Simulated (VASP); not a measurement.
A run of VASP 6.6.1:

Contents of INCAR:

```
SYSTEM = Pt
AGGAC = 1.0 ; AGGAX = 1.0
ALDAC = 0.0 ; ALDAX = 1.0
ALGO = Normal ; EDIFF = 1E-7
ENCUT = 520 ; GGA = B5
ISIF = 2 ; ISMEAR = -1
LASPH = .True. ; LCHARG = .False.
LREAL = .False. ; LWAVE = .False.
NBANDS = 17 ; NELM = 80
PREC = Accurate ; SIGMA = 0.1
```

KPOINTS

```
k-points
0
Gamma
  13 13 7
  0 0 0
```

File POSCAR:

```
Pt
1.0
    2.8137407907      0.0000000000      0.0000000000
   -1.4068703954      2.4367710044      0.0000000000
    0.0000000000      0.0000000000      4.8959559437
Pt
2
Direct
    0.3333333333      0.6666666667      0.2500000000
    0.6666666667      0.3333333333      0.7500000000
```

Potentials or basis: VASP PAW PBE potentials, release 64 (Pt).

The run is started by

```sh
$ cat potpaw_PBE.64/Pt/POTCAR > POTCAR
$ mpirun -np 1 vasp_std > vasp.out
```

Hardware: 1 thread of Intel(R) Xeon(R) 6975P-C (Granite Rapids) (shared host).

Estimate the wall time of this run.

Run time: 24 s on 1 thread of Intel(R) Xeon(R) 6975P-C (Granite Rapids), on a shared host, peak memory 0.17 GiB. Counts: scf iterations 13, k points 84.
